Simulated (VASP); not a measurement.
## PbO2: single point with PBE

Crystal: PbO2.

```
Pb O
1.0
     0.00000    2.57000    2.57000
     2.57000    0.00000    2.57000
     2.57000    2.57000    0.00000
Pb O
1 2
Direct
  0.00000 0.00000 0.00000
  0.25000 0.25000 0.25000
  0.75000 0.75000 0.75000
```

- Program: VASP 6.6.1
- Task: single point
- Functional: PBE
- Potentials or basis: VASP PAW PBE potentials, release 64 (Pb_d, O)
- Cutoff: 520 eV
- k mesh: 6 × 6 × 6
- Occupations: fermi-dirac, width 0.02 eV
- Spin: no spin polarisation

The pressure is 29.9 GPa and the band gap on the k mesh is none (metal or under the smearing width).

Levels at points of the mesh, in eV from the Fermi level:
```tsv
k point	band 10	band 11	band 12	band 13	band 14	band 15	band 16	band 17
(0.00, 0.00, 0.00)	-2.25	-1.58	-1.58	-1.58	-1.54	7.36	7.36	7.36
(0.50, 0.00, 0.00)	-3.47	-3.47	-1.67	-1.67	3.55	7.65	10.67	10.67
(0.50, 0.50, 0.00)	-5.50	-0.46	-0.21	-0.21	2.35	7.20	9.74	12.33
```

Wall time 10 s on 1 thread of Intel(R) Xeon(R) Platinum 8488C (Sapphire Rapids), with other jobs on the host, peak memory 0.15 GiB.

Caveat: a pressure of tens of GPa on the cell as given is suspect, and the run, the potentials or the cell itself is likely at fault. The run has no spin-orbit coupling, so splittings on Pb are missing.
